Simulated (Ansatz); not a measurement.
SnSe:

```
CELL_PARAMETERS angstrom
11.42000 0.00000 0.00000
0.00000 4.19000 0.00000
0.00000 0.00000 4.46000
ATOMIC_POSITIONS crystal
Sn 0.87700 0.75000 0.90900
Sn 0.62300 0.25000 0.40900
Sn 0.37700 0.75000 0.59100
Sn 0.12300 0.25000 0.09100
Se 0.64300 0.75000 0.98400
Se 0.85700 0.25000 0.48400
Se 0.14300 0.75000 0.51600
Se 0.35700 0.25000 0.01600
```

| Quantity | Value |
| --- | --- |
| Program | Ansatz 0.2.0 |
| Task | relaxation of cell and atoms |
| Functional | PBEsol |
| Potentials or basis | Ansatz PAW |
| Cutoff | 420 eV (not typed: the program's choice for these potentials) |
| k mesh | 3 × 6 × 6 |
| Occupations | fermi-dirac, width 0.05 eV |
| Spin | no spin polarisation |

At the start: volume 26.68 Å³/atom.

Q: Where does the relaxation end?

A: It ends after 8 steps and the volume is 25.93 Å³/atom (-2.8 %); space group Pnma (No. 62, to 0.05 Å).

Step by step:
```csv
step,energy change (eV),largest force (eV/Å),volume (Å³)
1,0.0000,0.2353,213.41
2,-0.0171,0.0983,200.08
3,-0.0546,0.0586,207.88
4,-0.0552,0.0424,207.64
5,-0.0559,0.0201,207.95
6,-0.0567,0.0112,207.14
7,-0.0569,0.0015,207.47
8,-0.0559,0.0014,207.47
```

Final structure:
```yaml
crystal:
  lattice:
    - [11.44028, 0.00000, 0.00000]
    - [0.00000, 4.15188, 0.00000]
    - [0.00000, 0.00000, 4.36798]
  atoms:
    - { symbol: Sn, position: [0.88186, 0.75000, 0.90386] }
    - { symbol: Sn, position: [0.61814, 0.25000, 0.40386] }
    - { symbol: Sn, position: [0.38186, 0.75000, 0.59614] }
    - { symbol: Sn, position: [0.11814, 0.25000, 0.09614] }
    - { symbol: Se, position: [0.64265, 0.75000, 0.97720] }
    - { symbol: Se, position: [0.85735, 0.25000, 0.47720] }
    - { symbol: Se, position: [0.14265, 0.75000, 0.52280] }
    - { symbol: Se, position: [0.35735, 0.25000, 0.02280] }
```

Caveat: the plane-wave basis is chosen anew once the cell has moved, so the energies of steps on either side of that aren't comparable; the PAW data sets come from PBE, with cores solved anew for the run's functional, which leaves a small shift of forces and pressure.
